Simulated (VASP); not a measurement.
Input of a VASP 6.6.1 run:

The input INCAR:

```
ALGO = Normal ; EDIFF = 1E-7
ENCUT = 520 ; GGA = PE
ISIF = 2 ; ISMEAR = -1
LASPH = True ; LCHARG = False
LREAL = False ; LWAVE = False
NBANDS = 12 ; NELM = 100
PREC = Accurate ; SIGMA = 0.05
```

File KPOINTS:

```
k-points
0
Gamma
  12 12 11
```

POSCAR

```
N
1.0
    2.5194737886      0.0000000000      0.0000000000
   -1.2597368943      2.1819283051      0.0000000000
    0.0000000000      0.0000000000      2.4460020000
N
2
Direct
    0.3289840000      0.6602320000      0.7360610000
    0.6716180000      0.3329040000      0.2585870000
```

Potentials or basis: VASP PAW PBE potentials, release 64 (N).

Launch:

```bash
$ cat potpaw_PBE.64/N/POTCAR > POTCAR
$ mpirun -np 1 vasp_std > vasp.out
```

Problem. Predict the largest force.

Solution. 2.168 eV/Å.

Problem. Estimate the pressure.

Solution. 10.6 GPa.

Problem. Estimate the band gap on the k mesh.

Solution. None (metal or under the smearing width).

Forces in eV/Å, atoms in the order of the input:
```
N   -0.125 -0.085 -2.163
N    0.125  0.085  2.163
```
